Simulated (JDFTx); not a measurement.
# Rh (Fm-3m) in JDFTx: a series of runs

One crystal, Rh, is run at these levels: PBEsol; tasks: equation of state.

All numbers are computed with JDFTx 1.7.0 (patched build); they aren't measurements. Logs are shortened: lines on timing, memory, paths and dates and some standing lists are left out, and cuts for length are marked. The log counts tension as positive stress, the text compression.

**Experimental background.**

From “Thermal equation of state of rhodium characterized by XRD in a resistively heated diamond anvil cell”, 2024, pmc:11535440, for a bulk crystal of Rh: bulk modulus 264 ± 1 GPa.

The runs below are set against these values where they give the same quantity.

### 1 Starting point

Symmetry: Fm-3m, No. 225, cubic system. Conventional cell: a = 3.796 Å, b = 3.796 Å, c = 3.796 Å, α = 90.00°, β = 90.00°, γ = 90.00°. Rh (site symmetry m-3m) is surrounded by 12 Rh at 2.68 Å.

### 2 Equation of state, PBEsol, 12.85 Å³/atom (volume scaled by 0.94)

Rh.in

```
lattice Face-Centered Cubic 7.0264080089
coords-type Lattice
ion Rh     0.0000000000     0.0000000000     0.0000000000 1

ion-species pseudo/Rh.upf
elec-cutoff 44
elec-ex-corr gga-PBEsol
kpoint-folding 12 12 12
elec-smearing Fermi 0.0018374661
elec-n-bands 14
electronic-SCF nIterations 100 energyDiffThreshold 1e-09
electronic-minimize nIterations 30 energyDiffThreshold 1e-7
forces-output-coords Cartesian

dump-name run.$VAR
dump End Ecomponents EigStats BandEigs Kpoints Forces Stress
```

Potentials or basis: PseudoDojo-SR-PBEsol-0.4.1-standard.

The run is started by

```
> jdftx -c 1 -i Rh.in -o Rh.out
```

What it wrote:

```text
*************** JDFTx 1.7.0 (patched build) ***************

Input parsed successfully to the following command list (including defaults):
[... the input with its defaults ...]

---------- Setting up symmetries ----------

Found 48 point-group symmetries of the bravais lattice
Found 48 space-group symmetries with basis
Applied RMS atom displacement 0 bohrs to make symmetries exact.

---------- Initializing the Grid ----------
R =
[            0       3.5132       3.5132  ]
[       3.5132            0       3.5132  ]
[       3.5132       3.5132            0  ]
unit cell volume = 86.7242
G =
[  -0.894224   0.894224   0.894224  ]
[   0.894224  -0.894224   0.894224  ]
[   0.894224   0.894224  -0.894224  ]
Minimum fftbox size, Smin = [  32  32  32  ]
Chosen fftbox size, S = [  32  32  32  ]

---------- Exchange Correlation functional ----------
Initalized PBEsol GGA exchange.
Initalized PBEsol GGA correlation.

---------- Setting up pseudopotentials ----------
Width of ionic core gaussian charges (only for fluid interactions / plotting) set to 0

Reading pseudopotential file 'pseudo/Rh.upf':
  'Rh' pseudopotential, 'PBESOL' functional
  Generated using ONCVPSP code by D. R. Hamann
  17 valence electrons, 4 orbitals, 6 projectors, 1001 radial grid points, with lMax = 2
    4S    l: 0   occupation:  2.0   eigenvalue: -3.029281
    4P    l: 1   occupation:  6.0   eigenvalue: -1.851417
    4D    l: 2   occupation:  8.0   eigenvalue: -0.218779
    5S    l: 0   occupation:  1.0   eigenvalue: -0.158970
  Core radius for overlap checks: 1.34 bohrs.

Initialized 1 species with 1 total atoms.

Folded 1 k-points by 12x12x12 to 1728 k-points.

---------- Setting up k-points, bands, fillings ----------
Reduced to 72 k-points under symmetry.
Computing the number of bands and number of electrons
Calculating initial fillings.
nElectrons:  17.000000   nBands: 14   nStates: 72

----- Setting up reduced wavefunction bases (one per k-point) -----
average nbasis = 1208.313 , ideal nbasis = 1208.963

---------- Setting up ewald sum ----------
Optimum gaussian width for ewald sums = 1.791041 bohr.
Real space sum over 2197 unit cells with max indices [  6  6  6  ]
Reciprocal space sum over 2197 terms with max indices [  6  6  6  ]

---------- Allocating electronic variables ----------
Initializing wave functions:  linear combination of atomic orbitals
Note: number of bands (14) exceeds available atomic orbitals (10)
Rh pseudo-atom occupations:   s ( 2 0 )  p ( 6 )  d ( 9 )
	FillingsUpdate:  mu: +0.799726500  nElectrons: 17.000000
LCAOMinimize: Iter:   0  F: -110.8247516778245227  |grad|_K:  5.279e-03  alpha:  1.000e+00
	FillingsUpdate:  mu: +0.903977811  nElectrons: 17.000000
LCAOMinimize: Iter:   1  F: -110.9301767269724195  |grad|_K:  1.733e-04  alpha:  5.238e-01  linmin: -3.555e-01  cgtest:  9.704e-01
LCAOMinimize: Encountered beta<0, resetting CG.
	FillingsUpdate:  mu: +0.907583589  nElectrons: 17.000000
LCAOMinimize: Iter:   2  F: -110.9302911736244681  |grad|_K:  1.065e-05  alpha:  5.404e-01  linmin:  5.452e-03  cgtest: -3.276e-02
	FillingsUpdate:  mu: +0.907550581  nElectrons: 17.000000
LCAOMinimize: Iter:   3  F: -110.9302919222344315  |grad|_K:  5.220e-07  alpha:  9.392e-01  linmin:  2.952e-03  cgtest:  4.616e-02
	FillingsUpdate:  mu: +0.907540885  nElectrons: 17.000000
LCAOMinimize: Iter:   4  F: -110.9302919235760214  |grad|_K:  1.516e-07  alpha:  6.980e-01  linmin: -2.255e-06  cgtest:  2.045e-04
LCAOMinimize: Converged (|Delta F|<1.000000e-06 for 2 iters).

-------- Electronic minimization -----------
Will mix electronic density at each iteration.
	FillingsUpdate:  mu: +0.907540885  nElectrons: 17.000000
	FillingsUpdate:  mu: +0.905426732  nElectrons: 17.000000
SCF: Cycle:  0   F: -110.946629833734988   dF: -1.634e-02   |Residual|: 2.009e-02   |deigs|: 1.259e+00
	FillingsUpdate:  mu: +0.903329615  nElectrons: 17.000000
SCF: Cycle:  1   F: -110.946797131426550   dF: -1.673e-04   |Residual|: 1.006e-02   |deigs|: 8.216e-03
	FillingsUpdate:  mu: +0.902914091  nElectrons: 17.000000
SCF: Cycle:  2   F: -110.946803032386313   dF: -5.901e-06   |Residual|: 1.586e-03   |deigs|: 9.872e-04
	FillingsUpdate:  mu: +0.902837883  nElectrons: 17.000000
SCF: Cycle:  3   F: -110.946803638026964   dF: -6.056e-07   |Residual|: 4.827e-04   |deigs|: 3.192e-04
	FillingsUpdate:  mu: +0.902844978  nElectrons: 17.000000
SCF: Cycle:  4   F: -110.946803725916098   dF: -8.789e-08   |Residual|: 5.079e-05   |deigs|: 1.639e-04
	FillingsUpdate:  mu: +0.902843054  nElectrons: 17.000000
SCF: Cycle:  5   F: -110.946803742027853   dF: -1.611e-08   |Residual|: 1.554e-05   |deigs|: 1.050e-04
	FillingsUpdate:  mu: +0.902842502  nElectrons: 17.000000
SCF: Cycle:  6   F: -110.946803745439595   dF: -3.412e-09   |Residual|: 4.316e-06   |deigs|: 7.816e-05
	FillingsUpdate:  mu: +0.902842533  nElectrons: 17.000000
SCF: Cycle:  7   F: -110.946803746236711   dF: -7.971e-10   |Residual|: 1.384e-06   |deigs|: 1.979e-04
	FillingsUpdate:  mu: +0.902842508  nElectrons: 17.000000
SCF: Cycle:  8   F: -110.946803746434469   dF: -1.978e-10   |Residual|: 1.078e-06   |deigs|: 8.259e-05
SCF: Converged (|Delta E|<1.000000e-09 for 2 iters).

Setting wave functions to eigenvectors of Hamiltonian

# Stress tensor in Cartesian coordinates [Eh/a0^3]:
[  -0.00057844            0            0  ]
[            0  -0.00057844            0  ]
[            0            0  -0.00057844  ]

# Ionic positions in lattice coordinates:
ion Rh   0.000000000000000   0.000000000000000   0.000000000000000 1

# Forces in Cartesian coordinates:
force Rh  -0.000000000000000  -0.000000000000000   0.000000000000000 1

# Energy components:
   Eewald =      -94.2889409311664792
       EH =       17.8375870357514081
     Eloc =      -67.7114732145949318
      Enl =        7.0015684309001891
      Exc =      -18.8422021770437205
 Exc_core =        6.2676951853884617
       KE =       38.7892282234707224
-------------------------------------
     Etot =     -110.9465374472943608
       TS =        0.0002662991401118
-------------------------------------
        F =     -110.9468037464344690

IonicMinimize: Iter:   0  F: -110.946803746434469  |grad|_K:  0.000e+00
IonicMinimize: Converged (|grad|_K<1.000000e-04).

#--- Lowdin population analysis ---
# oxidation-state Rh +0.100

Dumping 'run.eigStats' ...
	eMin: -2.003940 at state 0 ( [ +0.000000 +0.000000 +0.000000 ] spin 0 )
	HOMO: +0.899215 at state 10 ( [ +0.000000 +0.083333 +0.333333 ] spin 0 )
	mu  : +0.902843
	LUMO: +0.903982 at state 40 ( [ +0.000000 +0.416667 +0.500000 ] spin 0 )
	eMax: +1.878119 at state 71 ( [ +0.250000 +0.500000 -0.250000 ] spin 0 )
	HOMO-LUMO gap: +0.004767
	Optical gap  : +0.009272 at state 20 ( [ +0.000000 +0.166667 +0.333333 ] spin 0 )
Done!
[note: the HOMO, LUMO and gaps printed at the end count levels as full or empty at half filling, so they show a gap where a level is partly filled]
```

Run time: 23 s. Hardware: 1 thread of Arm Neoverse V2, shared host; peak memory 0.08 GiB.

What came out:

* Free energy: -3019.0163 eV
* Pressure: 17.0 GPa
* Band gap on the k mesh: none (metal or under the smearing width)

### 3 Equation of state, PBEsol, 13.12 Å³/atom (volume scaled by 0.96)

Rh.in: that of step 2 with these lines changed.

```diff
@@ -1,2 +1,2 @@
-lattice Face-Centered Cubic 7.0264080089
+lattice Face-Centered Cubic 7.0758913858
 coords-type Lattice
@@ -15,2 +15,2 @@
 dump-name run.$VAR
-dump End Ecomponents EigStats BandEigs Kpoints Forces Stress
+dump End Ecomponents EigStats BandEigs Kpoints Forces Stress ElecDensity Dtot KEdensity
```

Potentials or basis: PseudoDojo-SR-PBEsol-0.4.1-standard.

The run is started by

```
> jdftx -c 1 -i Rh.in -o Rh.out
```

It took 24 s on 1 thread of Arm Neoverse V2, shared host; peak memory 0.08 GiB.

It converged, with:

| Quantity | Value |
| --- | --- |
| Free energy | -3019.0390 eV |
| Pressure | 9.4 GPa |
| Band gap on the k mesh | none (metal or under the smearing width) |

### 4 Equation of state, PBEsol, 13.40 Å³/atom (volume scaled by 0.98)

Rh.in: that of step 3 with these lines changed.

```diff
@@ -1,2 +1,2 @@
-lattice Face-Centered Cubic 7.0758913858
+lattice Face-Centered Cubic 7.1246921790
 coords-type Lattice
```

The run is started by

```
> jdftx -c 1 -i Rh.in -o Rh.out
```

Wall time 26 s (1 thread of Arm Neoverse V2, shared host); peak memory 0.08 GiB.

It converged, with:

```yaml
Free_energy: -3019.0494 eV
Pressure: 2.7 GPa
Band_gap_on_the_k_mesh: none (metal or under the smearing width)
```

### 5 Equation of state, PBEsol, 13.67 Å³/atom

Rh.in: that of step 4 with these lines changed.

```diff
@@ -1,2 +1,2 @@
-lattice Face-Centered Cubic 7.1246921790
+lattice Face-Centered Cubic 7.1728334512
 coords-type Lattice
```

The run is started by

```
> jdftx -c 1 -i Rh.in -o Rh.out
```

Wall time 26 s (1 thread of Arm Neoverse V2, shared host); peak memory 0.08 GiB.

Results (log left out):

```
Free energy            : -3019.0489 eV
Pressure               : -3.3 GPa
Band gap on the k mesh : none (metal or under the smearing width)
```

### 6 Equation of state, PBEsol, 13.94 Å³/atom (volume scaled by 1.02)

Rh.in: that of step 5 with these lines changed.

```diff
@@ -1,2 +1,2 @@
-lattice Face-Centered Cubic 7.1728334512
+lattice Face-Centered Cubic 7.2203370438
 coords-type Lattice
```

Potentials or basis: PseudoDojo-SR-PBEsol-0.4.1-standard.

The run is started by

```
> jdftx -c 1 -i Rh.in -o Rh.out
```

Wall time 26 s (1 thread of Arm Neoverse V2, shared host); peak memory 0.08 GiB.

Results (log left out):

```
Free energy            : -3019.0389 eV
Pressure               : -8.6 GPa
Band gap on the k mesh : none (metal or under the smearing width)
```

### 7 Equation of state, PBEsol, 14.22 Å³/atom (volume scaled by 1.04)

Rh.in: that of step 6 with these lines changed.

```diff
@@ -1,2 +1,2 @@
-lattice Face-Centered Cubic 7.2203370438
+lattice Face-Centered Cubic 7.2672236630
 coords-type Lattice
```

The run is started by

```
> jdftx -c 1 -i Rh.in -o Rh.out
```

Run time: 27 s. Hardware: 1 thread of Arm Neoverse V2, shared host; peak memory 0.08 GiB.

It converged, with:

| Item | Value |
| --- | --- |
| Free energy | -3019.0205 eV |
| Pressure | -13.2 GPa |
| Band gap on the k mesh | none (metal or under the smearing width) |

### 8 Equation of state, PBEsol, 14.49 Å³/atom (volume scaled by 1.06)

Rh.in: that of step 7 with these lines changed.

```diff
@@ -1,2 +1,2 @@
-lattice Face-Centered Cubic 7.2672236630
+lattice Face-Centered Cubic 7.3135129599
 coords-type Lattice
```

The run is started by

```
> jdftx -c 1 -i Rh.in -o Rh.out
```

Run time: 26 s. Hardware: 1 thread of Arm Neoverse V2, shared host; peak memory 0.08 GiB.

It converged, with:

```
Free energy            : -3018.9947 eV
Pressure               : -17.3 GPa
Band gap on the k mesh : none (metal or under the smearing width)
```

### 9 Equation of state, PBEsol

Potentials or basis: PseudoDojo-SR-PBEsol-0.4.1-standard.

This step only gathers the single runs of the series.

Results:

* Equilibrium volume: 13.52 Å³/atom
* Bulk modulus: 296 GPa
* Pressure derivative of the bulk modulus: 5.2

Energy against volume, from the lowest point:
| volume (Å³/atom) | energy (meV/atom) |
| --- | --- |
| 12.851 | 33.06 |
| 13.125 | 10.40 |
| 13.398 | 0.00 |
| 13.671 | 0.46 |
| 13.945 | 10.45 |
| 14.218 | 28.88 |
| 14.492 | 54.73 |

### 10 Against experiment

Step 9. Measured bulk modulus of Rh: 264 GPa (quoted in “Thermal equation of state of rhodium characterized by XRD in a resistively heated diamond anvil cell”, 2024, pmc:11535440). This calculation gives 296 GPa (+12.2 %). The fit is for a static lattice scaled at fixed shape and fixed fractional positions.
